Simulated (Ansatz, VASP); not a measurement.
RbBr: VASP beside Ansatz

The input INCAR:

```
SYSTEM = RbBr
PREC = Accurate
ENCUT = 520
EDIFF = 1E-7
ISMEAR = -1
SIGMA = 0.05
LREAL = .FALSE.
LASPH = .TRUE.
NELM = 80
ALGO = Normal
ISIF = 2
LWAVE = .FALSE.
LCHARG = .FALSE.
GGA = PE
NBANDS = 15
```

The input KPOINTS:

```
Automatic mesh
0
G
  7 7 7
  0 0 0
```

Contents of POSCAR:

```
RbBr
1.0
    0.0000000000      3.3570415946      3.3570415946
    3.3570415946      0.0000000000      3.3570415946
    3.3570415946      3.3570415946      0.0000000000
Rb Br
1 1
Direct
    0.0000000000      0.0000000000      0.0000000000
    0.5000000000      0.5000000000      0.5000000000
```

The input input.yaml:

```yaml
crystal:
  lattice:
    - [0.0, 3.3570415946, 3.3570415946]
    - [3.3570415946, 0.0, 3.3570415946]
    - [3.3570415946, 3.3570415946, 0.0]
  atoms:
    - { symbol: Rb, position: [0.0, 0.0, 0.0] }
    - { symbol: Br, position: [0.5, 0.5, 0.5] }
hamiltonian:
  xc: pbe
  pseudopotentials: { kind: paw }
kpoints:
  mp_grid: { grid: [7, 7, 7] }
scf:
  occupations: { method: fermi_dirac, width: 0.05 }
output:
  forces: true
  stress: true
  eigenvalues: true
```

Change from the starting cell: volume scaled by 0.94.

Alike in both runs: task single point; functional PBE; k mesh 7 × 7 × 7; occupations fermi-dirac, width 0.05 eV; no spin polarisation.

```csv
,VASP,Ansatz
version,VASP 6.6.1,Ansatz 0.2.0
potentials or method,"VASP PAW PBE potentials, release 64 (Rb_sv, Br)",Ansatz PAW
plane-wave cutoff (eV),520,420
valence electrons in the cell,16,16
```

```csv
,VASP,Ansatz,Ansatz less VASP
gap on the k mesh at the Fermi level (eV),4.53,4.53,+0.003
least direct gap on the mesh (eV),4.53,4.53,+0.003
pressure (GPa),2.2,2.2,-0.04
```

Caveats: odd divisions of the mesh miss points on the zone boundary, where band edges often lie, so the gap on the mesh can be too wide (Ansatz).
